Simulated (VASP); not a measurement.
# Sm (I4/mmm) in VASP: further runs

Runs on Sm. Level: PBE. Tasks: single point.

All numbers are computed with VASP 6.6.1; they aren't measurements. Logs are shortened: lines on timing, memory, paths and dates and some standing lists are left out, and cuts for length are marked.

### Step 1. The crystal as given

The structure is tetragonal, space group I4/mmm (No. 139). The conventional cell has a = 3.635 Å, b = 3.635 Å, c = 5.122 Å, α = 90.00°, β = 90.00°, γ = 90.00°. Sm (site symmetry 4/mmm) has 12 Sm at 3.63 Å as nearest neighbours.

This isn't the form of Sm at room conditions, which is rhombohedral.

### Step 2. Single point, PBE, collinear spin, ferromagnetic start

File INCAR:

```
SYSTEM = Sm
PREC = Accurate
ENCUT = 460
EDIFF = 1E-6
ISMEAR = 1
SIGMA = 0.1
LREAL = .False.
LASPH = .True.
NELM = 100
ALGO = Normal
ISIF = 2
LWAVE = .False.
LCHARG = .False.
ISPIN = 2
MAGMOM = 5
LORBIT = 11
LMAXMIX = 6
GGA = PE
ADDGRID = .False.
```

File KPOINTS:

```
regular mesh
0
Gamma
  5 5 5
  0 0 0
```

File POSCAR:

```
Sm
1.0
   -1.8424340000      1.8281900000      2.5309280000
    1.8521830000     -1.8921630000      2.5832430000
    1.7732950000      1.8230240000     -2.5763240000
Sm
1
Direct
    0.0008670000     -0.0165060000      0.0081580000
```

Potentials or basis: VASP PAW PBE potentials, release 64 (Sm).

Run with:

```bash
cat potpaw_PBE.64/Sm/POTCAR > POTCAR
mpirun -np 1 vasp_std > vasp.out
```

OUTCAR:

```text
SYSTEM = Sm
   PREC = Accurate
   ENCUT = 460
   EDIFF = 1E-6
   ISMEAR = 1
   LREAL = .False.
   LASPH = .True.
   NELM = 100
   ISIF = 2
   ISPIN = 2
   LORBIT = 11
   GGA = PE

 Found     63 irreducible k-points:

 Following reciprocal coordinates:
            Coordinates               Weight
  0.000000  0.000000  0.000000      1.000000
  0.200000  0.000000  0.000000      2.000000
  0.400000 -0.000000  0.000000      2.000000
  0.000000  0.200000 -0.000000      2.000000
  0.200000  0.200000 -0.000000      2.000000
  0.400000  0.200000  0.000000      2.000000
   k-points           NKPTS =     63   k-points in BZ     NKDIM =     63   number of bands    NBANDS=     15
   number of dos      NEDOS =    301   number of ions     NIONS =      1
   total plane-waves  NPLWV =  21952
   dimension x,y,z NGX =    28 NGY =   28 NGZ =   28
   dimension x,y,z NGXF=    56 NGYF=   56 NGZF=   56
   ions per type =               1
   NGX,Y,Z   is equivalent  to a cutoff of  12.84, 12.58, 12.86 a.u.
   NGXF,Y,Z  is equivalent  to a cutoff of  25.68, 25.17, 25.72 a.u.
 SYSTEM =  Sm
   PREC   = accura    normal or accurate (medium, high low for compatibility)
   ISTART =      0    job   : 0-new  1-cont  2-samecut
   ICHARG =      2    charge: 1-file 2-atom 10-const
   ISPIN  =      2    spin polarized calculation?
   LNONCOLLINEAR =      F non collinear calculations
   LSORBIT =      F    spin-orbit coupling
   LASPH  =      T    aspherical Exc in radial PAW
   ENCUT  =  460.0 eV  33.81 Ry    5.81 a.u.   6.34  6.47  6.33*2*pi/ulx,y,z
   NELM   =    100;   NELMIN=  2; NELMDL= -5     # of ELM steps
   EDIFF  = 0.1E-05   stopping-criterion for ELM
   LREAL  =      F    real-space projection
   EDIFFG = 0.1E-04   stopping-criterion for IOM
   NSW    =      0    number of steps for IOM
   IBRION =     -1    ionic relax: 0-MD 1-quasi-New 2-CG
   NFREE  =      0    steps in history (QN), initial steepest desc. (CG)
   ISIF   =      2    stress and relaxation
   ISYM   =      2    0-nonsym 1-usesym 2-fastsym
   POTIM  = 0.5000    time-step for ionic-motion
   TEBEG  =    0.0;   TEEND  =   0.0 temperature during run
   PSTRESS=    0.0 pullay stress
   NELECT =      16.0000    total number of electrons
   NUPDOWN=      -1.0000    fix difference up-down
   EMIN   =  10.00;   EMAX   =-10.00  energy-range for DOS
   EFERMI =   0.00;   METHOD = LEGACY
   ISMEAR =     1;   SIGMA  =   0.10  broadening in eV -4-tet -1-fermi 0-gaus
   EFERMI_NEDOS =   21; number of points for ismear=-14 and -15
   IALGO  =     38    algorithm
   IMIX   =      4    mixing-type and parameters
     AMIX     =   0.40;   BMIX     =  1.00
     AMIX_MAG =   1.60;   BMIX_MAG =  1.00
  volume/ion in A,a.u.               =      33.83       228.31
  Fermi-wavevector in a.u.,A,eV,Ry     =   1.275481  2.410310 22.134673  1.626853
  Thomas-Fermi vector in A             =   2.408191
   LORBIT       =     11    0 simple, 1 ext, 2 COOP (PROOUT), +10 PAW based schemes
   GGA     = PE    functional components
   LHFCALC =     F    Hartree Fock is set to
   AEXX    =    0.0000 exact exchange contribution
   IVDW    =     0    specifies the selected vdW correction
   LEPSILON=     F    determine dielectric tensor
   LRPA    =     F    only Hartree local field effects (RPA)
 spin polarized calculation
 Methfessel and Paxton  Order N= 1 SIGMA  =   0.10
  energy-cutoff  :      460.00
  volume of cell :       33.83
 maximum number of plane-waves:       768
 NGX is ok and might be reduce to    28
   NGX = 13   NGY = 13   NGZ = 13

 number of electron      16.0000000 magnetization       6.7789078

 Free energy of the ion-electron system (eV)
  ---------------------------------------------------
  ext. energy  EPLUGINS =         0.00000000
  ---------------------------------------------------
  free energy    TOTEN  =        -9.27898878 eV

  energy without entropy =       -9.27375084  energy(sigma->0) =       -9.27724280

 E-fermi :   3.1665     XC(G=0):  -9.7499

 val. band max:        3.1664349454   @ k =  -0.2000   0.4000   0.2000
 cond. band min:       3.1672227257   @ k =   0.2000  -0.4000   0.4000
 fundamental gap:      0.0007877802
 Fermi energy:         3.1664829310

 spin component 1

 k-point     1 :       0.0000    0.0000    0.0000
  band No.  band energies     occupation
      1     -36.9016      1.00000
      2     -16.0767      1.00000
      3     -16.0530      1.00000
      4     -16.0393      1.00000
      5      -1.5344      1.00000
      6       2.8248      1.00001
      7       2.8975      1.00047
      8       2.8984      1.00050
      9       2.9208      1.00140
     10       2.9417      1.00332
     11       2.9547      1.00536
     12       2.9771      1.01111
     13       4.5908     -0.00000
     14       4.8939     -0.00000
     15       5.0459     -0.00000

 k-point     2 :       0.2000    0.0000    0.0000
  band No.  band energies     occupation
      1     -36.8641      1.00000
      2     -16.4246      1.00000
      3     -16.1241      1.00000
      4     -16.0974      1.00000
      5      -0.4772      1.00000
      6       2.7448      1.00000
      7       2.7727      1.00000
      8       2.7948      1.00000
      9       2.8835      1.00023
     10       2.9193      1.00131
     11       2.9800      1.01207
     12       3.0207      1.02949
     13       4.3306     -0.00000
     14       5.0441     -0.00000
     15       5.4010      0.00000

 k-point     3 :       0.4000   -0.0000    0.0000
  band No.  band energies     occupation
      1     -36.8027      1.00000
      2     -16.9850      1.00000
      3     -16.2113      1.00000
      4     -16.1631      1.00000
      5       0.8069      1.00000
      6       2.6562      1.00000
      7       2.6826      1.00000
      8       2.7799      1.00000
      9       2.9308      1.00214
     10       3.0513      1.03455
     11       3.1039      0.93142
     12       3.1507      0.63141
     13       4.3814     -0.00000
     14       4.5474     -0.00000
     15       4.9617     -0.00000

 k-point     4 :       0.0000    0.2000   -0.0000
  band No.  band energies     occupation
      1     -36.8658      1.00000
      2     -16.4249      1.00000
      3     -16.1089      1.00000
      4     -16.0971      1.00000
      5      -0.4974      1.00000
      6       2.7450      1.00000
      7       2.7784      1.00000
      8       2.7985      1.00000
      9       2.8755      1.00015
     10       2.9200      1.00135
     11       2.9902      1.01591
     12       3.0226      1.03026
     13       4.2674     -0.00000
     14       5.1512     -0.00000
     15       5.3075      0.00000

 k-point     5 :       0.2000    0.2000   -0.0000
  band No.  band energies     occupation
      1     -36.8189      1.00000
      2     -16.7317      1.00000
      3     -16.3336      1.00000
      4     -16.1243      1.00000
      5       0.9365      1.00000
      6       2.6510      1.00000
      7       2.7052      1.00000
      8       2.7421      1.00000
      9       2.7821      1.00000
     10       2.8237      1.00001
     11       3.0614      1.02967
     12       3.1287      0.79597
     13       3.8019     -0.00000
     14       4.5899     -0.00000
     15       5.9453      0.00000

 k-point     6 :       0.4000    0.2000    0.0000
  band No.  band energies     occupation
      1     -36.7813      1.00000
      2     -16.9476      1.00000
      3     -16.4637      1.00000
      4     -16.2204      1.00000
      5       1.7567      1.00000
      6       2.5719      1.00000
      7       2.6560      1.00000
      8       2.6941      1.00000
      9       2.8091      1.00000
     10       3.0961      0.96132
     11       3.1797      0.38894
     12       3.1944      0.27340
     13       3.6126     -0.00000
     14       4.2485     -0.00000
     15       5.6264      0.00000

 [... further k-points ...]

 spin component 2

 k-point     1 :       0.0000    0.0000    0.0000
  band No.  band energies     occupation
      1     -34.1685      1.00000
      2     -13.9274      1.00000
      3     -13.8974      1.00000
      4     -13.8814      1.00000
      5      -0.0492      1.00000
      6       5.9727      0.00000
      7       6.0966      0.00000
      8       6.2978      0.00000
      9       6.4650      0.00000
     10       6.6227      0.00000
     11       6.7452      0.00000
     12       6.8301      0.00000
     13       7.3497      0.00000
     14       7.3555      0.00000
     15       7.3635      0.00000

 k-point     2 :       0.2000    0.0000    0.0000
  band No.  band energies     occupation
      1     -34.1248      1.00000
      2     -14.3147      1.00000
      3     -13.9786      1.00000
      4     -13.9478      1.00000
      5       1.0351      1.00000
      6       5.1805      0.00000
      7       6.1593      0.00000
      8       6.4714      0.00000
      9       6.5085      0.00000
     10       6.7020      0.00000
     11       6.7937      0.00000
     12       6.9184      0.00000
     13       7.3186      0.00000
     14       7.3568      0.00000
     15       7.4416      0.00000

 k-point     3 :       0.4000   -0.0000    0.0000
  band No.  band energies     occupation
      1     -34.0530      1.00000
      2     -14.9383      1.00000
      3     -14.0738      1.00000
      4     -14.0212      1.00000
      5       2.3325      1.00000
      6       5.4656      0.00000
      7       5.7874      0.00000
      8       6.2034      0.00000
      9       6.3463      0.00000
     10       6.8419      0.00000
     11       6.8818      0.00000
     12       7.1168      0.00000
     13       7.1292      0.00000
     14       7.1960      0.00000
     15       7.3647      0.00000

 k-point     4 :       0.0000    0.2000   -0.0000
  band No.  band energies     occupation
      1     -34.1266      1.00000
      2     -14.3166      1.00000
      3     -13.9604      1.00000
      4     -13.9482      1.00000
      5       1.0188      1.00000
      6       5.1482     -0.00000
      7       6.2676      0.00000
      8       6.4148      0.00000
      9       6.4786      0.00000
     10       6.7436      0.00000
     11       6.7915      0.00000
     12       6.8992      0.00000
     13       7.3395      0.00000
     14       7.3603      0.00000
     15       7.3939      0.00000

 k-point     5 :       0.2000    0.2000   -0.0000
  band No.  band energies     occupation
      1     -34.0719      1.00000
      2     -14.6568      1.00000
      3     -14.2121      1.00000
      4     -13.9789      1.00000
      5       2.4833      1.00000
      6       4.6691     -0.00000
      7       5.3877      0.00000
      8       6.4910      0.00000
      9       6.6847      0.00000
     10       6.7403      0.00000
     11       6.9354      0.00000
     12       6.9550      0.00000
     13       7.2011      0.00000
     14       7.2291      0.00000
     15       7.7643      0.00000

 k-point     6 :       0.4000    0.2000    0.0000
  band No.  band energies     occupation
      1     -34.0277      1.00000
      2     -14.8958      1.00000
      3     -14.3562      1.00000
      4     -14.0867      1.00000
      5       3.3495     -0.01329
      6       4.3363     -0.00000
      7       5.6075      0.00000
      8       6.4816      0.00000
      9       6.7873      0.00000
     10       6.7957      0.00000
     11       6.8852      0.00000
     12       7.0074      0.00000
     13       7.0936      0.00000
     14       7.1603      0.00000
     15       7.6584      0.00000

 [... further k-points ...]
[... 5 lines left out ...]
  --------------------------------------------------------------------------------------
  -------------------------------------------------------------------------------------
  Total        0.6013676      0.5327097      0.5896805      0.0763112      0.1257117     -0.0100120
  in kB       28.4792424     25.2277765     27.9257708      3.6139034      5.9533878     -0.4741449
  external PRESSURE =      27.2109299 kB  Pullay stress =       0.0000000 kB

 VOLUME and BASIS-vectors are now :
 -----------------------------------------------------------------------------
  energy-cutoff  :      460.00
  volume of cell :       33.83
      direct lattice vectors                 reciprocal lattice vectors
    -1.842434000  1.828190000  2.530928000     0.004892204  0.276448139  0.198983867
     1.852183000 -1.892163000  2.583243000     0.275599134  0.007644485  0.195105370
     1.773295000  1.823024000 -2.576324000     0.281145287  0.279242012  0.002957090

 POSITION                                       TOTAL-FORCE (eV/Angst)
 -----------------------------------------------------------------------------------
      1.83448     -1.84447      2.52178         0.000000     -0.000000      0.000000
 -----------------------------------------------------------------------------------
    total drift:                               -0.000001     -0.000002      0.000001

  FREE ENERGIE OF THE ION-ELECTRON SYSTEM (eV)
  ---------------------------------------------------
  free  energy   TOTEN  =        -9.2789887788 eV

  energy  without entropy=       -9.2737508382  energy(sigma->0) =       -9.27724280

 total charge

# of ion       s       p       d       f       tot
--------------------------------------------------
    1        2.079   5.613   0.462   5.526  13.679

 magnetization (x)

# of ion       s       p       d       f       tot
--------------------------------------------------
    1        0.001  -0.051   0.313   5.521   5.785
```

It took 2.4 min on 1 thread of Intel Xeon Platinum 8488C (Sapphire Rapids), shared host; peak memory 0.22 GiB.

These settings aren't checked as converged: the numbers below hold their error.

Results:

```
Free energy                                           : -9.2790 eV
Pressure                                              : 2.7 GPa
Band gap on the k mesh                                : none (metal or under the smearing width)
Net moment                                            : 6.78 μB per cell
Site moments                                          : Sm +5.79 μB
Valence electrons inside the program's atomic spheres : Sm 13.68
```

Caveat: the k mesh is coarse (spacing up to 0.50 Å⁻¹), so the values aren't converged; the magnetic or orbital state may not be the lowest; spin-orbit coupling is left out, which moves the levels of the heavy elements.

### Step 3. Single point, PBE, collinear spin, ferromagnetic start

INCAR, as its differences from that of step 2:

```diff
@@ -5,3 +5,3 @@
 ISMEAR = 1
-SIGMA = 0.1
+SIGMA = 0.05
 LREAL = .False.
```

KPOINTS is that of step 2.

File POSCAR:

```
Sm
1.0
   -1.8173030691      1.8173030691      2.5609871902
    1.8173030691     -1.8173030691      2.5609871902
    1.8173030691      1.8173030691     -2.5609871902
Sm
1
Direct
    0.0000000000      0.0000000000      0.0000000000
```

Potentials or basis: VASP PAW PBE potentials, release 64 (Sm).

Run with:

```bash
cat potpaw_PBE.64/Sm/POTCAR > POTCAR
mpirun -np 1 vasp_std > vasp.out
```

Wall time 28 s (1 thread of Intel Xeon Platinum 8488C (Sapphire Rapids), shared host); peak memory 0.19 GiB.

The run converged, but some of its settings lie outside the range that counts as converged, so its numbers aren't taken as properties of the crystal.

Results:

* Free energy: -9.2804 eV
* Pressure: 2.7 GPa
* Band gap on the k mesh: none (metal or under the smearing width)
* Net moment: 6.77 μB per cell
* Site moments: Sm +5.78 μB
* Valence electrons inside the program's atomic spheres: Sm 13.68

Caveat: the k mesh is coarse (spacing up to 0.49 Å⁻¹), so the values aren't converged; the magnetic or orbital state may not be the lowest; spin-orbit coupling is left out, which moves the levels of the heavy elements.

### Step 4. Single point, PBE, collinear spin, ferromagnetic start

INCAR is that of step 3.

KPOINTS is that of step 3.

File POSCAR:

```
Sm
1.0
   -1.8424340000      1.8281900000      2.5309280000
    1.8521830000     -1.8921630000      2.5832430000
    1.7732950000      1.8230240000     -2.5763240000
Sm
1
Direct
    0.0008670000     -0.0165060000      0.0081580000
```

Run with:

```bash
cat potpaw_PBE.64/Sm/POTCAR > POTCAR
mpirun -np 1 vasp_std > vasp.out
```

It took 2.6 min on 1 thread of Intel Xeon Platinum 8488C (Sapphire Rapids), shared host; peak memory 0.22 GiB.

The run converged, but some of its settings lie outside the range that counts as converged, so its numbers aren't taken as properties of the crystal.

What came out:

```
Free energy                                           : -9.2777 eV
Pressure                                              : 2.7 GPa
Band gap on the k mesh                                : none (metal or under the smearing width)
Net moment                                            : 6.77 μB per cell
Site moments                                          : Sm +5.78 μB
Valence electrons inside the program's atomic spheres : Sm 13.68
```

Caveat: the k mesh is coarse (spacing up to 0.50 Å⁻¹), so the values aren't converged; the magnetic or orbital state may not be the lowest; spin-orbit coupling is left out, which moves the levels of the heavy elements.

### Step 5. Single point, PBE, collinear spin, ferromagnetic start

INCAR, as its differences from that of step 4:

```diff
@@ -5,3 +5,3 @@
 ISMEAR = 1
-SIGMA = 0.05
+SIGMA = 0.02
 LREAL = .False.
```

KPOINTS is that of step 4.

File POSCAR:

```
Sm
1.0
   -1.8173030691      1.8173030691      2.5609871902
    1.8173030691     -1.8173030691      2.5609871902
    1.8173030691      1.8173030691     -2.5609871902
Sm
1
Direct
    0.0000000000      0.0000000000      0.0000000000
```

Run with:

```bash
cat potpaw_PBE.64/Sm/POTCAR > POTCAR
mpirun -np 1 vasp_std > vasp.out
```

Wall time 26 s (1 thread of Intel Xeon Platinum 8488C (Sapphire Rapids), shared host); peak memory 0.18 GiB.

The run converged, but some of its settings lie outside the range that counts as converged, so its numbers aren't taken as properties of the crystal.

Results:

- Free energy: -9.2805 eV
- Pressure: 2.9 GPa
- Band gap on the k mesh: none (metal or under the smearing width)
- Net moment: 6.77 μB per cell
- Site moments: Sm +5.78 μB
- Valence electrons inside the program's atomic spheres: Sm 13.68

Caveat: the k mesh is coarse (spacing up to 0.49 Å⁻¹), so the values aren't converged; the magnetic or orbital state may not be the lowest; spin-orbit coupling is left out, which moves the levels of the heavy elements.

### Step 6. The reference run

An earlier run on the cell as given: functional PBE; potentials or basis VASP PAW PBE potentials, release 64 (Sm); cutoff 520 eV; k mesh 10 × 10 × 10; occupations fermi-dirac, width 0.05 eV; collinear spin, ferromagnetic start; starting moments [5.0] μB.

* Pressure: 2.8 GPa
* Band gap on the k mesh: none (metal or under the smearing width)
* Net moment: 6.56 μB per cell
* Site moments: Sm +5.71 μB
* Valence electrons inside the program's atomic spheres: Sm 13.66
